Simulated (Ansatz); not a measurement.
## Sb under changes of volume

One of the cells (26.654 Å³/atom); the others are scaled copies at fixed shape and fractional positions:

```
Sb
1.0
     3.35453    0.00000    0.00000
    -1.67727    2.90511    0.00000
     0.00000    0.00000    5.47016
Sb
2
Direct
  0.66667 0.33333 0.75000
  0.33333 0.66667 0.25000
```

This isn't the form of Sb at room conditions, which is rhombohedral.

| Item | Value |
| --- | --- |
| Program | Ansatz 0.2.0 |
| Functional | LDA |
| Potentials or basis | all-electron LAPW, scalar-relativistic |
| Cutoff | 157 eV (chosen from the basis error) |
| Basis error allowed | 0.001 eV/atom |
| k mesh | 9 × 9 × 5 |
| Occupations | fermi-dirac, width 0.05 eV |
| Spin | no spin polarisation |

```csv
volume (Å³/atom),energy over the lowest point (meV/atom),pressure (GPa)
25.055,1.75,1.4
25.588,0.00,-0.1
26.121,2.85,-1.5
26.654,?,?
27.187,20.48,-3.8
27.720,34.73,-4.8
28.253,52.17,-5.7
```

What does the run at 26.654 Å³/atom give?

Energy over the lowest point 9.79 meV/atom; pressure -2.7 GPa.

Worked out: A Birch-Murnaghan fit of order 3 (a polynomial in V^(-2/3)) to the other rows has its minimum at 25.52 Å³/atom with B0 = V·E''(V) = 66 GPa and B' = 3.1 at fixed shape and positions, which overstates the stiffness. It gives 9.76 meV/atom at 26.654 Å³/atom, against the run's 9.79, and -dE/dV = -2.7 GPa, against -2.7.

Energies are extrapolated to zero smearing.
